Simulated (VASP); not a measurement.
# TiTe2 in VASP: a series of runs

One slab, TiTe2, is run at these levels: PBE; tasks: single point.

Everything below comes from runs of VASP 6.6.1. Logs are shortened: lines on timing, memory, paths and dates and some standing lists are left out, and cuts for length are marked.

**1. Starting point**

The cell holds a slab with vacuum, 6 atoms: a = 3.777 Å, b = 3.777 Å, c = 19.913 Å, α = 90.00°, β = 90.00°, γ = 120.00°.

**2. Single point, PBE**

File INCAR:

```
  ALGO = Normal
  DIPOL = 0.5 0.5 0.500
  EDIFF = 1E-7
  ENCUT = 460
  GGA = PE
  IDIPOL = 3
  ISIF = 2
  ISMEAR = 0
  LASPH = T
  LCHARG = F
  LDIPOL = T
  LREAL = F
  LVACPOTAV = T
  LVHAR = T
  LWAVE = F
  NBANDS = 38
  NELM = 120
  PREC = Accurate
  SIGMA = 0.05
```

File KPOINTS:

```
k-points
0
Gamma
  7 7 1
```

File POSCAR:

```
TiTe2
1.0
    3.7770008876      0.0000000000      0.0000000000
   -1.8885004438      3.2709787188      0.0000000000
    0.0000000000      0.0000000000     19.9133488000
Te Ti
4 2
Direct
    0.3333333333      0.6666666666      0.2510878532
    0.6666666667      0.3333333334      0.4225983728
    0.3333333333      0.6666666666      0.5774016272
    0.6666666667      0.3333333334      0.7489121468
    0.0000000000      0.0000000000      0.3368431130
    0.0000000000      0.0000000000      0.6631568870
```

Potentials or basis: VASP PAW PBE potentials, release 64 (Te, Ti_sv).

On the command line:

```
$ cat potpaw_PBE.64/Te/POTCAR potpaw_PBE.64/Ti_sv/POTCAR > POTCAR
$ mpirun -np 1 vasp_std > vasp.out
```

OUTCAR:

```text
EDIFF = 1E-7
   ENCUT = 460
   GGA = PE
   ISIF = 2
   ISMEAR = 0
   LASPH = T
   LREAL = F
   NELM = 120
   PREC = Accurate

 Found      8 irreducible k-points:

 Following reciprocal coordinates:
            Coordinates               Weight
  0.000000  0.000000  0.000000      1.000000
  0.142857  0.000000  0.000000      6.000000
  0.285714  0.000000  0.000000      6.000000
  0.428571  0.000000  0.000000      6.000000
  0.142857  0.142857  0.000000      6.000000
  0.285714  0.142857  0.000000     12.000000
   k-points           NKPTS =      8   k-points in BZ     NKDIM =      8   number of bands    NBANDS=     38
   number of dos      NEDOS =    301   number of ions     NIONS =      6
   total plane-waves  NPLWV = 109760
   dimension x,y,z NGX =    28 NGY =   28 NGZ =  140
   dimension x,y,z NGXF=    56 NGYF=   56 NGZF=  280
   ions per type =               4   2
   NGX,Y,Z   is equivalent  to a cutoff of  12.32, 12.32, 11.69 a.u.
   NGXF,Y,Z  is equivalent  to a cutoff of  24.65, 24.65, 23.38 a.u.
 SYSTEM =  unknown system
   PREC   = accura    normal or accurate (medium, high low for compatibility)
   ISTART =      0    job   : 0-new  1-cont  2-samecut
   ICHARG =      2    charge: 1-file 2-atom 10-const
   ISPIN  =      1    spin polarized calculation?
   LNONCOLLINEAR =      F non collinear calculations
   LSORBIT =      F    spin-orbit coupling
   LASPH  =      T    aspherical Exc in radial PAW
   ENCUT  =  460.0 eV  33.81 Ry    5.81 a.u.   6.61  6.61 34.82*2*pi/ulx,y,z
   NELM   =    120;   NELMIN=  2; NELMDL= -5     # of ELM steps
   EDIFF  = 0.1E-06   stopping-criterion for ELM
   LREAL  =      F    real-space projection
   EDIFFG = 0.1E-05   stopping-criterion for IOM
   NSW    =      0    number of steps for IOM
   IBRION =     -1    ionic relax: 0-MD 1-quasi-New 2-CG
   NFREE  =      0    steps in history (QN), initial steepest desc. (CG)
   ISIF   =      2    stress and relaxation
   ISYM   =      2    0-nonsym 1-usesym 2-fastsym
   POTIM  = 0.5000    time-step for ionic-motion
   TEBEG  =    0.0;   TEEND  =   0.0 temperature during run
   PSTRESS=    0.0 pullay stress
   NELECT =      48.0000    total number of electrons
   NUPDOWN=      -1.0000    fix difference up-down
   EMIN   =  10.00;   EMAX   =-10.00  energy-range for DOS
   EFERMI =   0.00;   METHOD = LEGACY
   ISMEAR =     0;   SIGMA  =   0.05  broadening in eV -4-tet -1-fermi 0-gaus
   EFERMI_NEDOS =   21; number of points for ismear=-14 and -15
   IALGO  =     38    algorithm
   IMIX   =      4    mixing-type and parameters
     AMIX     =   0.40;   BMIX     =  1.00
     AMIX_MAG =   1.60;   BMIX_MAG =  1.00
  volume/ion in A,a.u.               =      41.00       276.70
  Fermi-wavevector in a.u.,A,eV,Ry     =   0.949509  1.794311 12.266556  0.901566
  Thomas-Fermi vector in A             =   2.077798
   LORBIT       =      0    0 simple, 1 ext, 2 COOP (PROOUT), +10 PAW based schemes
   GGA     = PE    functional components
   LHFCALC =     F    Hartree Fock is set to
   AEXX    =    0.0000 exact exchange contribution
   IVDW    =     0    specifies the selected vdW correction
   LEPSILON=     F    determine dielectric tensor
   LRPA    =     F    only Hartree local field effects (RPA)
 non-spin polarized calculation
 Gauss-broadening in eV      SIGMA  =   0.05
  energy-cutoff  :      460.00
  volume of cell :      246.02
 maximum number of plane-waves:      5567
 NGX is ok and might be reduce to    28
   NGX = 13   NGY = 13   NGZ = 69

 dipolmoment           0.000000      0.000000      0.000000 electrons x Angstroem

 number of electron      47.9999990 magnetization

 dipolmoment           0.000000      0.000000     -0.000000 electrons x Angstroem

 Free energy of the ion-electron system (eV)
  ---------------------------------------------------
  ext. energy  EPLUGINS =         0.00000000
  ---------------------------------------------------
  free energy    TOTEN  =       -32.36101320 eV

  energy without entropy =      -32.35691092  energy(sigma->0) =      -32.35896206

 E-fermi :   2.6250     XC(G=0):  -6.9859

 val. band max:        2.6029658351   @ k =   0.1429   0.0000   0.0000
 cond. band min:       2.7211415803   @ k =   0.4286   0.0000   0.0000
 fundamental gap:      0.1181757452
 Fermi energy:         2.6249929457

 k-point     1 :       0.0000    0.0000    0.0000
  band No.  band energies     occupation
      1     -54.8053      2.00000
      2     -54.8053      2.00000
      3     -31.0538      2.00000
      4     -31.0538      2.00000
      5     -31.0538      2.00000
      6     -31.0538      2.00000
[... 28 lines left out ...]
     35       6.8380      0.00000
     36       7.6396      0.00000

 k-point     2 :       0.1429    0.0000    0.0000
  band No.  band energies     occupation
      1     -54.8048      2.00000
      2     -54.8048      2.00000
      3     -31.0616      2.00000
      4     -31.0616      2.00000
      5     -31.0556      2.00000
      6     -31.0556      2.00000
[... 28 lines left out ...]
     35       7.1723      0.00000
     36       7.9520      0.00000

 k-point     3 :       0.2857    0.0000    0.0000
  band No.  band energies     occupation
      1     -54.8035      2.00000
      2     -54.8035      2.00000
      3     -31.0791      2.00000
      4     -31.0790      2.00000
      5     -31.0596      2.00000
      6     -31.0596      2.00000
[... 28 lines left out ...]
     35       7.7899      0.00000
     36       7.9190      0.00000

 k-point     4 :       0.4286    0.0000    0.0000
  band No.  band energies     occupation
      1     -54.8025      2.00000
      2     -54.8024      2.00000
      3     -31.0930      2.00000
      4     -31.0930      2.00000
      5     -31.0628      2.00000
      6     -31.0628      2.00000
[... 28 lines left out ...]
     35       7.0946      0.00000
     36       7.4418      0.00000

 k-point     5 :       0.1429    0.1429    0.0000
  band No.  band energies     occupation
      1     -54.8039      2.00000
      2     -54.8038      2.00000
      3     -31.0731      2.00000
      4     -31.0731      2.00000
      5     -31.0596      2.00000
      6     -31.0596      2.00000
[... 28 lines left out ...]
     35       7.7121      0.00000
     36       8.3034      0.00000

 k-point     6 :       0.2857    0.1429    0.0000
  band No.  band energies     occupation
      1     -54.8027      2.00000
      2     -54.8027      2.00000
      3     -31.0865      2.00000
      4     -31.0865      2.00000
      5     -31.0655      2.00000
      6     -31.0655      2.00000
[... 28 lines left out ...]
     35       7.8974      0.00000
     36       8.1042      0.00000

 [... further k-points ...]

 [bands above 36 left out]

------------------------ aborting loop because EDIFF is reached ----------------------------------------

  FORCE on cell =-STRESS in cart. coord.  units (eV):
  Direction    XX          YY          ZZ          XY          YZ          ZX
  --------------------------------------------------------------------------------------
  -------------------------------------------------------------------------------------
  Total        0.5207512      0.5207512      1.4592986      0.0000000      0.0000000     -0.0000000
  in kB        3.3913436      3.3913436      9.5035449      0.0000000      0.0000000     -0.0000000
  external PRESSURE =       5.4287440 kB  Pullay stress =       0.0000000 kB

 VOLUME and BASIS-vectors are now :
 -----------------------------------------------------------------------------
  energy-cutoff  :      460.00
  volume of cell :      246.02
      direct lattice vectors                 reciprocal lattice vectors
     3.777000888  0.000000000  0.000000000     0.264760330  0.152859448  0.000000000
    -1.888500444  3.270978719  0.000000000     0.000000000  0.305718895  0.000000000
     0.000000000  0.000000000 19.913348800     0.000000000  0.000000000  0.050217571

 POSITION                                       TOTAL-FORCE (eV/Angst)
 -----------------------------------------------------------------------------------
     -0.00000      2.18065      5.00000         0.000000      0.000000     -0.230389
      1.88850      1.09033      8.41535         0.000000      0.000000     -0.015894
     -0.00000      2.18065     11.49800        -0.000000     -0.000000      0.015894
      1.88850      1.09033     14.91335         0.000000     -0.000000      0.230389
      0.00000      0.00000      6.70767        -0.000000      0.000000      0.125362
      0.00000      0.00000     13.20567         0.000000     -0.000000     -0.125362
 -----------------------------------------------------------------------------------
    total drift:                                0.000000      0.000000      0.000000

  FREE ENERGIE OF THE ION-ELECTRON SYSTEM (eV)
  ---------------------------------------------------
  free  energy   TOTEN  =       -32.3610131951 eV

  energy  without entropy=      -32.3569109206  energy(sigma->0) =      -32.35896206

 vacuum level on the upper side and lower side of the slab         7.620         7.620
```

Run time: 60 s. Hardware: 1 thread of Intel Xeon 6975P-C (Granite Rapids), shared host; peak memory 0.33 GiB.

The run converged, but some of its settings lie outside the range that counts as converged, so its numbers aren't taken as properties of the slab.

What came out:

| Quantity | Value |
| --- | --- |
| Free energy | -32.3610 eV |
| Largest force | 0.230 eV/Å |
| Band gap on the k mesh | none (metal or under the smearing width) |
| Work function of the upper face | 5.00 eV |
| Work function of the lower face | 5.00 eV |

**3. Single point, PBE**

This run uses another cell than the first one, of 45.12 Å³/atom, 1.100 times its volume.

Edit INCAR of step 2 so:

```diff
@@ -18,2 +18,2 @@
   PREC = Accurate
-  SIGMA = 0.05
+  SIGMA = 0.2
```

KPOINTS is that of step 2.

File POSCAR:

```
TiTe2
1.0
    3.7770008876      0.0000000000      0.0000000000
   -1.8885004438      3.2709787188      0.0000000000
    0.0000000000      0.0000000000     21.9133488000
Te Ti
4 2
Direct
    0.3333333333      0.6666666666      0.2738057088
    0.6666666667      0.3333333334      0.4296627086
    0.3333333333      0.6666666666      0.5703372914
    0.6666666667      0.3333333334      0.7261942912
    0.0000000000      0.0000000000      0.3517342087
    0.0000000000      0.0000000000      0.6482657913
```

Potentials or basis: VASP PAW PBE potentials, release 64 (Te, Ti_sv).

On the command line:

```
$ cat potpaw_PBE.64/Te/POTCAR potpaw_PBE.64/Ti_sv/POTCAR > POTCAR
$ mpirun -np 1 vasp_std > vasp.out
```

It took 77 s on 1 thread of Intel Xeon 6975P-C (Granite Rapids), shared host; peak memory 0.36 GiB.

These settings aren't checked as converged: the numbers below hold their error.

Results:

| Property | Result |
| --- | --- |
| Free energy | -32.3911 eV |
| Largest force | 0.246 eV/Å |
| Band gap on the k mesh | none (metal or under the smearing width) |
| Work function of the upper face | 4.97 eV |
| Work function of the lower face | 4.97 eV |
